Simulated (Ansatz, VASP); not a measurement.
# One calculation of Re, two programs

```
Re
1.0
     2.57823    0.00000    0.00000
     0.00000    2.57823    0.00000
     0.00000    0.00000    2.57823
Re
1
Direct
  0.00000 0.00000 0.00000
```

This isn't the form of Re at room conditions, which is hcp.

Alike in both runs: task single point; functional PBE; k mesh 15 × 15 × 15; occupations fermi-dirac, width 0.08 eV; no spin polarisation.

```csv
,VASP,Ansatz
version,VASP 6.6.1,Ansatz 0.2.0
potentials or method,"VASP PAW PBE potentials, release 64 (Re), cutoff 520 eV","all-electron LAPW, scalar-relativistic"
```

|  | VASP | Ansatz | Ansatz less VASP |
| --- | --- | --- | --- |
| pressure (GPa) | -1.0 | 0.0 | +1.06 |

Ansatz ran all-electron here, so the differences hold the error of VASP's frozen core and of both bases.

The runs have no spin-orbit coupling, so splittings on Re are missing.
